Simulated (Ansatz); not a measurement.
# MgO: band gap under strain

How does strain move the band edges of MgO in the rocksalt structure, and do the functionals agree on it? States: +2.0 % equal strain in all directions; +3.0 % equal strain in all directions; +4.0 % equal strain in all directions.

The runs shown are made with Ansatz 0.2.0. PAW datasets, plane waves. Computed at 0 K without zero-point motion; spin polarisation is off.

**1. The system as given**

The unstrained cell was relaxed with r2SCAN; in each strained cell the atoms were relaxed again with r2SCAN. Names of k-points are those of the unstrained zone, where strain can split equivalent points. First state: +2.0 % equal strain in all directions.

Space group Fm-3m (No. 225), cubic; a = 4.288 Å in the conventional setting, 9.86 Å³ an atom. Near Mg stand 6 O at 2.14 Å; near O stand 6 Mg at 2.14 Å.

Coordinates:

```cif
data_structure
_symmetry_space_group_name_H-M 'Fm-3m'
_symmetry_Int_Tables_number 225
_cell_length_a 4.2884
_cell_length_b 4.2884
_cell_length_c 4.2884
_cell_angle_alpha 90.000
_cell_angle_beta 90.000
_cell_angle_gamma 90.000
_cell_volume 78.87
loop_
_atom_site_label
_atom_site_type_symbol
_atom_site_symmetry_multiplicity
_atom_site_Wyckoff_symbol
_atom_site_fract_x
_atom_site_fract_y
_atom_site_fract_z
_atom_site_occupancy
Mg1 Mg 4 a 0.00000 0.00000 0.00000 1
O1 O 4 b 0.50000 0.00000 0.00000 1
```

From earlier runs on the unstrained cell: PBE 4.80 eV, r2SCAN 5.68 eV, HSE06 6.54 eV, G0W0 7.23 eV (on its mesh); a = 4.204 Å.

**2. +2.0 % equal strain in all directions: PBE**

input.yaml

```yaml
crystal:
  lattice:
    - [0.0, 2.1442107638, 2.1442107638]
    - [2.1442107638, 0.0, 2.1442107638]
    - [2.1442107638, 2.1442107638, 0.0]
  atoms:
    - { symbol: Mg, position: [0.0, 0.0, 0.0] }
    - { symbol: O, position: [0.5, 0.5, 0.5] }
kpoints:
  mp_grid: { grid: [10, 10, 10] }
  band_path:
    path:
      - [0.0, 0.0, 0.0]
      - [0.5, 0.0, 0.5]
      - [0.625, 0.25, 0.625]
      - [0.375, 0.375, 0.75]
      - [0.5, 0.5, 0.5]
      - [0.5, 0.25, 0.75]
    npoints: 1
hamiltonian:
  xc: pbe
scf:
  occupations: { method: fermi_dirac, width: 0.02 }
  n_extra_bands: 4
output:
  forces: true
  stress: true
  eigenvalues: true
  write_density: true
  write_potential: true
  elf: true
  volumetric_format: npy
```

Command:

```console
> ansatz run input.yaml --threads 2 --pin off --max-ram 20275MiB --backend cpu --events-out ev --progress --plain --runs-dir out
```

Further steps of the session: +2.0 % equal strain in all directions: r2SCAN; +2.0 % equal strain in all directions: HSE06; +2.0 % equal strain in all directions: r2SCAN; +2.0 % equal strain in all directions: G0W0@PBE; +3.0 % equal strain in all directions: PBE; +3.0 % equal strain in all directions: r2SCAN; +3.0 % equal strain in all directions: HSE06; +3.0 % equal strain in all directions: r2SCAN; +3.0 % equal strain in all directions: G0W0@PBE; +4.0 % equal strain in all directions: PBE; +4.0 % equal strain in all directions: r2SCAN; +4.0 % equal strain in all directions: HSE06; +4.0 % equal strain in all directions: r2SCAN; +4.0 % equal strain in all directions: G0W0@PBE.

Q: Predict the outcome of this session.

The runs gave:

Least gap in eV (negative: overlap), with the change from the unstrained cell in brackets. G0W0 is on its own coarse mesh.

| state | volume change (%) | PBE | r2SCAN | HSE06 | G0W0 |
| --- | --- | --- | --- | --- | --- |
| +2.0 % equal strain in all directions | +6.1 | 4.24 (-0.56) | 5.10 (-0.58) | 5.93 (-0.61) | 6.52 (-0.71) |
| +3.0 % equal strain in all directions | +9.3 | 3.98 (-0.82) | 4.83 (-0.85) | 5.64 (-0.90) | 6.18 (-1.05) |
| +4.0 % equal strain in all directions | +12.5 | 3.73 (-1.07) | 4.57 (-1.11) | 5.36 (-1.18) | 5.86 (-1.37) |

With HSE06, of the states in the table +4.0 % equal strain in all directions shifts the gap most, by -1.178 eV. PBE and HSE06 differ by 1.74 eV on the unstrained gap, and by at most 0.11 eV on its change: PBE follows the response to strain far better than the gap itself. G0W0 here is at a finite number of bands, screening cutoff and k mesh, not at the basis limit.
